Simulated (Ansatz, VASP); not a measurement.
# KCl: VASP beside Ansatz

```
K Cl
1.0
     3.60961    0.00000    0.00000
     0.00000    3.60961    0.00000
     0.00000    0.00000    3.60961
K Cl
1 1
Cartesian
  0.0000 0.0000 0.0000
  1.8048 1.8048 1.8048
```

Change from the starting cell: volume scaled by 0.98.

Alike in both runs: task single point; functional PBEsol; k mesh 7 × 7 × 7; occupations fermi-dirac, width 0.01 eV; no spin polarisation.

|  | VASP | Ansatz |
| --- | --- | --- |
| version | VASP 6.6.1 | Ansatz 0.2.0 |
| potentials or method | VASP PAW PBE potentials, release 64 (K_sv, Cl), cutoff 520 eV | all-electron LAPW, scalar-relativistic |

Ansatz gave:

| Item | Value |
| --- | --- |
| gap on the k mesh at the Fermi level (eV) | 5.51 |
| pressure (GPa) | 3.0 |

**Question.** Which values does VASP return?

**Answer.** gap on the k mesh at the Fermi level (eV): 5.50; pressure (GPa): 3.1.

Ansatz ran all-electron here, so the differences hold the error of VASP's frozen core and of both bases.

Caveats: the PAW data sets were made with another functional, which shifts forces and pressure a little (VASP); an odd mesh through Γ misses points on the zone boundary, where band edges often lie.
